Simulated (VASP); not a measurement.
# Fe (Im-3m) in VASP: relaxation of cell and atoms with r2SCAN

Aim: the relaxation of cell and atoms of Fe with r2SCAN.

Everything below comes from runs of VASP 6.6.1. Logs are shortened: lines on timing, memory, paths and dates and some standing lists are left out, and cuts for length are marked.

**1. Starting point**

The structure is cubic, space group Im-3m (No. 229). The conventional cell has a = 2.886 Å, b = 2.886 Å, c = 2.886 Å, α = 90.00°, β = 90.00°, γ = 90.00°. Around Fe (site symmetry m-3m) lie 8 Fe at 2.50 Å.

**2. Relaxation of cell and atoms, r2SCAN, collinear spin, ferromagnetic start**

INCAR

```
PREC     = Accurate       # precision mode
ENCUT    = 600            # plane-wave cutoff, eV
EDIFF    = 1E-7           # SCF threshold, eV
ISMEAR   = 0              # smearing method
SIGMA    = 0.1            # smearing width, eV
LREAL    = F              # projectors in reciprocal space
LASPH    = T              # aspherical terms in the spheres
NELM     = 150            # most SCF steps
ALGO     = Normal         # electronic algorithm
ISIF     = 3              # what is computed and relaxed
LWAVE    = F              # write WAVECAR
LCHARG   = F              # write CHGCAR
ISPIN    = 2              # spin polarisation
MAGMOM   = 2.5            # initial moments
LORBIT   = 11             # projections on sites
LMAXMIX  = 4              # l up to which the mixer works
METAGGA  = R2SCAN         # meta-GGA
LMIXTAU  = T            
IBRION   = 2              # ionic algorithm
NSW      = 80             # ionic steps
EDIFFG   = -0.004         # ionic threshold
```

KPOINTS

```
Automatic mesh
0
Gamma
  20 20 20
```

POSCAR

```
Fe
1.0
   -1.4430000000      1.4430000000      1.4430000000
    1.4430000000     -1.4430000000      1.4430000000
    1.4430000000      1.4430000000     -1.4430000000
Fe
1
Direct
    0.0000000000      0.0000000000      0.0000000000
```

Potentials or basis: VASP PAW PBE potentials, release 64 (Fe).

The run is started by

```bash
cat potpaw_PBE.64/Fe/POTCAR > POTCAR
mpirun -np 1 vasp_std > vasp.out
```

OUTCAR:

```text
PREC = Accurate
   ENCUT = 600
   EDIFF = 1E-7
   ISMEAR = 0
   LREAL = F
   LASPH = T
   NELM = 150
   ISIF = 3
   ISPIN = 2
   LORBIT = 11
   METAGGA = R2SCAN
   IBRION = 2
   NSW = 80
   EDIFFG = -0.004

 ion  position               nearest neighbor table
   1  0.000  0.000  0.000-

  LATTYP: Found a body centered cubic cell.
 ALAT       =     2.8860000000

  Lattice vectors:

 A1 = (  -1.4430000000,   1.4430000000,   1.4430000000)
 A2 = (   1.4430000000,  -1.4430000000,   1.4430000000)
 A3 = (   1.4430000000,   1.4430000000,  -1.4430000000)

Analysis of symmetry for initial positions (statically):
=====================================================================
 Subroutine PRICEL returns:
 Original cell was already a primitive cell.

 Routine SETGRP: Setting up the symmetry group for a
 body centered cubic supercell.

 Subroutine GETGRP returns: Found 48 space group operations
 (whereof 48 operations were pure point group operations)
 out of a pool of 48 trial point group operations.

The static configuration has the point symmetry O_h .

Analysis of symmetry for dynamics (positions and initial velocities):
=====================================================================
 Subroutine PRICEL returns:
 Original cell was already a primitive cell.

 Routine SETGRP: Setting up the symmetry group for a
 body centered cubic supercell.

 Subroutine GETGRP returns: Found 48 space group operations
 (whereof 48 operations were pure point group operations)
 out of a pool of 48 trial point group operations.

The dynamic configuration has the point symmetry O_h .

Analysis of structural, dynamic, and magnetic symmetry:
=====================================================================
 Subroutine PRICEL returns:
 Original cell was already a primitive cell.

 Routine SETGRP: Setting up the symmetry group for a
 body centered cubic supercell.

 Subroutine GETGRP returns: Found 48 space group operations
 (whereof 48 operations were pure point group operations)
 out of a pool of 48 trial point group operations.

The overall configuration has the point symmetry O_h .

 Subroutine INISYM returns: Found 48 space group operations
 (whereof 48 operations are pure point group operations),
 and found     1 'primitive' translations

----------------------------------------------------------------------------------------

                                     Primitive cell

  volume of cell :      12.0187

  direct lattice vectors                    reciprocal lattice vectors
    -1.443000000  1.443000000  1.443000000     0.000000000  0.346500347  0.346500347
     1.443000000 -1.443000000  1.443000000     0.346500347  0.000000000  0.346500347
     1.443000000  1.443000000 -1.443000000     0.346500347  0.346500347  0.000000000

  length of vectors
     2.499349315  2.499349315  2.499349315     0.490025489  0.490025489  0.490025489

  position of ions in fractional coordinates (direct lattice)
     0.000000000  0.000000000  0.000000000

  ion indices of the primitive-cell ions
   primitive index   ion index
                 1           1

----------------------------------------------------------------------------------------

 KPOINTS: Automatic mesh

Automatic generation of k-mesh.
 Grid dimensions read from file:
 generate k-points for:   20   20   20

 Generating k-lattice:

  Cartesian coordinates                     Fractional coordinates (reciprocal lattice)
     0.000000000  0.017325017  0.017325017     0.050000000  0.000000000  0.000000000
     0.017325017  0.000000000  0.017325017     0.000000000  0.050000000  0.000000000
     0.017325017  0.017325017  0.000000000     0.000000000  0.000000000  0.050000000

  Length of vectors
     0.024501274  0.024501274  0.024501274

  Shift w.r.t. Gamma in fractional coordinates (k-lattice)
     0.000000000  0.000000000  0.000000000

 Subroutine IBZKPT returns following result:
 ===========================================

 Found    256 irreducible k-points:

 Following reciprocal coordinates:
            Coordinates               Weight
  0.000000  0.000000  0.000000      1.000000
  0.050000  0.000000  0.000000     12.000000
  0.100000  0.000000  0.000000     12.000000
  0.150000  0.000000  0.000000     12.000000
  0.200000  0.000000  0.000000     12.000000
  0.250000  0.000000  0.000000     12.000000
[... 16 lines left out ...]
  0.200000  0.100000  0.000000     48.000000
  0.250000  0.100000  0.000000     48.000000
 [... further k-points ...]
   k-points           NKPTS =    256   k-points in BZ     NKDIM =    256   number of bands    NBANDS=      9
   number of dos      NEDOS =    301   number of ions     NIONS =      1
   total plane-waves  NPLWV =   8000
   dimension x,y,z NGX =    20 NGY =   20 NGZ =   20
   dimension x,y,z NGXF=    40 NGYF=   40 NGZF=   40
   ions per type =               1
   NGX,Y,Z   is equivalent  to a cutoff of  13.30, 13.30, 13.30 a.u.
   NGXF,Y,Z  is equivalent  to a cutoff of  26.61, 26.61, 26.61 a.u.
 SYSTEM =  unknown system
   PREC   = accura    normal or accurate (medium, high low for compatibility)
   ISTART =      0    job   : 0-new  1-cont  2-samecut
   ICHARG =      2    charge: 1-file 2-atom 10-const
   ISPIN  =      2    spin polarized calculation?
   LNONCOLLINEAR =      F non collinear calculations
   LSORBIT =      F    spin-orbit coupling
   LASPH  =      T    aspherical Exc in radial PAW
   ENCUT  =  600.0 eV  44.10 Ry    6.64 a.u.   4.99  4.99  4.99*2*pi/ulx,y,z
   NELM   =    150;   NELMIN=  2; NELMDL= -5     # of ELM steps
   EDIFF  = 0.1E-06   stopping-criterion for ELM
   LREAL  =      F    real-space projection
   EDIFFG = -.4E-02   stopping-criterion for IOM
   NSW    =     80    number of steps for IOM
   IBRION =      2    ionic relax: 0-MD 1-quasi-New 2-CG
   NFREE  =      1    steps in history (QN), initial steepest desc. (CG)
   ISIF   =      3    stress and relaxation
   ISYM   =      2    0-nonsym 1-usesym 2-fastsym
   POTIM  = 0.5000    time-step for ionic-motion
   TEBEG  =    0.0;   TEEND  =   0.0 temperature during run
   PSTRESS=    0.0 pullay stress
   NELECT =       8.0000    total number of electrons
   NUPDOWN=      -1.0000    fix difference up-down
   EMIN   =  10.00;   EMAX   =-10.00  energy-range for DOS
   EFERMI =   0.00;   METHOD = LEGACY
   ISMEAR =     0;   SIGMA  =   0.10  broadening in eV -4-tet -1-fermi 0-gaus
   EFERMI_NEDOS =   21; number of points for ismear=-14 and -15
   IALGO  =     38    algorithm
   IMIX   =      4    mixing-type and parameters
     AMIX     =   0.40;   BMIX     =  1.00
     AMIX_MAG =   1.60;   BMIX_MAG =  1.00
  volume/ion in A,a.u.               =      12.02        81.11
  Fermi-wavevector in a.u.,A,eV,Ry     =   1.429394  2.701162 27.798962  2.043166
  Thomas-Fermi vector in A             =   2.549352
   LORBIT       =     11    0 simple, 1 ext, 2 COOP (PROOUT), +10 PAW based schemes
   METAGGA = R2SCAN    functional components
   LHFCALC =     F    Hartree Fock is set to
   AEXX    =    0.0000 exact exchange contribution
   IVDW    =     0    specifies the selected vdW correction
   LEPSILON=     F    determine dielectric tensor
   LRPA    =     F    only Hartree local field effects (RPA)
 conjugate gradient relaxation of ions
 spin polarized calculation
 Gauss-broadening in eV      SIGMA  =   0.10
  energy-cutoff  :      600.00
  volume of cell :       12.02
 maximum number of plane-waves:       420
   NGX =  9   NGY =  9   NGZ =  9

--------------------------------------- Ionic step        1  -------------------------------------------

 number of electron       7.9999995 magnetization       2.6542709

 Free energy of the ion-electron system (eV)
  ---------------------------------------------------
  ext. energy  EPLUGINS =         0.00000000
  ---------------------------------------------------
  free energy    TOTEN  =       -14.35865710 eV

  energy without entropy =      -14.35518680  energy(sigma->0) =      -14.35692195

------------------------ aborting loop because EDIFF is reached ----------------------------------------

  FORCE on cell =-STRESS in cart. coord.  units (eV):
  Direction    XX          YY          ZZ          XY          YZ          ZX
  --------------------------------------------------------------------------------------
  -------------------------------------------------------------------------------------
  Total       -0.3243138     -0.3243138     -0.3243138      0.0000000      0.0000000      0.0000000
  in kB      -43.2331701    -43.2331701    -43.2331701      0.0000000      0.0000000      0.0000000
  external PRESSURE =     -43.2331701 kB  Pullay stress =       0.0000000 kB
[... 55 lines left out ...]
  energy  without entropy=      -14.3543800886  energy(sigma->0) =      -14.35617814

--------------------------------------- Ionic step        3  -------------------------------------------

 number of electron       7.9999998 magnetization       2.6474678

 Free energy of the ion-electron system (eV)
  ---------------------------------------------------
  ext. energy  EPLUGINS =         0.00000000
  ---------------------------------------------------
  free energy    TOTEN  =       -14.36241419 eV

  energy without entropy =      -14.35916732  energy(sigma->0) =      -14.36079075

 E-fermi :   5.4980     XC(G=0): -14.0318

 val. band max:        5.4962978006   @ k =  -0.2000   0.2500   0.1000
 cond. band min:       5.4997963100   @ k =   0.1000   0.1000   0.0000
 fundamental gap:      0.0034985094
 Fermi energy:         5.4979739025

 spin component 1

 k-point     1 :       0.0000    0.0000    0.0000
  band No.  band energies     occupation
      1      -3.0070      1.00000
      2       2.4271      1.00000
      3       2.4271      1.00000
      4       2.4271      1.00000
      5       3.6327      1.00000
      6       3.6327      1.00000
      7      31.1597      0.00000
      8      31.1597      0.00000
      9      31.1597      0.00000
[... 265 lines left out ...]
 k-point    24 :       0.2500    0.1000    0.0000
  band No.  band energies     occupation
      1       0.0233      1.00000
      2       1.7832      1.00000
      3       2.3789      1.00000
      4       3.4555      1.00000
      5       3.8109      1.00000
      6       4.4247      1.00000
      7      19.0869      0.00000
      8      23.8003      0.00000
      9      27.2285      0.00000

 [... further k-points ...]

 spin component 2

 k-point     1 :       0.0000    0.0000    0.0000
  band No.  band energies     occupation
      1      -3.6311      1.00000
      2       5.8498      0.00000
      3       5.8498      0.00000
      4       5.8498      0.00000
      5       8.0628      0.00000
      6       8.0628      0.00000
      7      30.7937      0.00000
      8      30.7938      0.00000
      9      30.7938      0.00000
[... 304 lines left out ...]
  FREE ENERGIE OF THE ION-ELECTRON SYSTEM (eV)
  ---------------------------------------------------
  free  energy   TOTEN  =       -14.3624141866 eV

  energy  without entropy=      -14.3591673191  energy(sigma->0) =      -14.36079075

 reached required accuracy - stopping structural energy minimisation

 total charge

# of ion       s       p       d       tot
------------------------------------------
    1        0.479   0.551   6.173   7.204

 magnetization (x)

# of ion       s       p       d       tot
------------------------------------------
    1       -0.012  -0.118   2.846   2.716
```

Run time: 4 min. Hardware: 1 thread of Intel Xeon 6975P-C (Granite Rapids), shared host; peak memory 0.19 GiB.

What came out:

```
Free energy                                           : -14.3624 eV
Relaxed volume                                        : 11.75 Å³/atom
Relaxed cell                                          : a = 2.481 Å, b = 2.481 Å, c = 2.481 Å, α = 109.47°, β = 109.47°, γ = 109.47°
Space group after relaxing (to 0.05 Å)                : Im-3m (No. 229)
Energy gained by relaxing                             : 3.8 meV/atom
Ionic steps                                           : 3
Pressure after relaxing                               : 0.0 GPa
Band gap on the k mesh                                : none (metal or under the smearing width)
Net moment                                            : 2.65 μB per cell
Site moments                                          : Fe +2.72 μB
Valence electrons inside the program's atomic spheres : Fe 7.20
```

Step by step:
| step | energy change (eV) | largest force (eV/Å) | pressure (GPa) | volume (Å³) |
| --- | --- | --- | --- | --- |
| 1 | 0.0000 | 0.0000 | -4.32 | 12.02 |
| 2 | 0.0007 | 0.0000 | 5.05 | 11.46 |
| 3 | -0.0038 | 0.0000 | 0.00 | 11.75 |

Final structure:
```cif
data_structure
_symmetry_space_group_name_H-M 'P 1'
_symmetry_Int_Tables_number 1
_cell_length_a 2.4805
_cell_length_b 2.4805
_cell_length_c 2.4805
_cell_angle_alpha 109.471
_cell_angle_beta 109.471
_cell_angle_gamma 109.471
_cell_volume 11.75
loop_
_atom_site_label
_atom_site_type_symbol
_atom_site_fract_x
_atom_site_fract_y
_atom_site_fract_z
_atom_site_occupancy
Fe1 Fe 0.00000 0.00000 0.00000 1
```

Caveat: the PAW data sets were made with another functional, which shifts forces and pressure a little.
